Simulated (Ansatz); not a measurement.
## Mg: levels along high-symmetry lines

```
Mg
1.0
     0.00000    2.26120    2.26120
     2.26120    0.00000    2.26120
     2.26120    2.26120    0.00000
Mg
1
Direct
  0.00000 0.00000 0.00000
```

The structure comes from a relaxation in the same program, started in the fcc type, and has space group Fm-3m. Whether it is a known phase or the ground state wasn't checked.

The calculation used DFT, PBE, all-electron LAPW, scalar-relativistic (Ansatz 0.2.0).

Sampling and basis: a Γ-centred 13×13×13 k mesh, Fermi–Dirac smearing of 0.08 eV, basis error target 0.25 meV/atom, no spin polarisation.

Points in fractions of the reciprocal vectors of this cell: Γ (0, 0, 0), X (0.5, 0, 0.5), U (0.625, 0.25, 0.625), K (0.375, 0.375, 0.75), L (0.5, 0.5, 0.5), W (0.5, 0.25, 0.75). The path joins them by straight lines in the order Γ–X–U–K–Γ–L–W–X; legs that retrace an earlier one aren't tabulated. Energies are in eV from the Fermi level.

**Question.** Is there a gap?

**Answer.** none: bands cross the Fermi level, a metal.

**Question.** List the levels between -20 and 3 eV at the symmetry points.

**Answer.** 
Γ: -6.89
X: -0.21, 0.79
U: 0.61, 0.90, 1.95
K: 0.61, 0.90, 1.95
L: -1.69, -1.29
W: 1.44 (×2), 1.97
